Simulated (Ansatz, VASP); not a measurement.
**HfO2 in VASP and in Ansatz**

```
Hf O
1.0
     0.00000    2.55750    2.55750
     2.94112    0.00000    2.55750
     2.94112    2.55750    0.00000
Hf O
1 2
Direct
  0.00000 0.00000 0.00000
  0.25000 0.25000 0.25000
  0.75000 0.75000 0.75000
```

Change from the starting cell: strain +0.1500 x Voigt [1, 0, 0, 0, 0, 0], atoms carried along.

Alike in both runs: task single point; functional PBE; k mesh 8 × 8 × 8; occupations gaussian, width 0.05 eV; no spin polarisation.

```csv
,VASP,Ansatz
version,VASP 6.6.1,Ansatz 0.2.0
potentials or method,"VASP PAW PBE potentials, release 64 (Hf_pv, O)","scalar-relativistic, plane waves, PAW"
plane-wave cutoff (eV),520,420
valence electrons in the cell,22,38
```

VASP gave:

| Quantity | Value |
| --- | --- |
| gap on the k mesh at the Fermi level (eV) | 1.58 |
| least direct gap on the mesh (eV) | 2.06 |
| pressure (GPa) | -28.3 |
| largest component of the traceless stress (GPa) | 36.55 |

Q: Estimate Ansatz's values.

A: gap on the k mesh at the Fermi level (eV): 1.60; least direct gap on the mesh (eV): 2.09; pressure (GPa): -26.1; largest component of the traceless stress (GPa): 36.19.

The functional is the same, so the differences come from potentials, cutoffs and numerics. The two sets of potentials don't hold the same shells in valence.

Caveats: so large a pressure means that the cell lies far from this level's equilibrium, or that cutoff or potentials fall short (VASP); spin-orbit coupling is left out, which moves the levels of the heavy elements. A k mesh can miss the band edges.
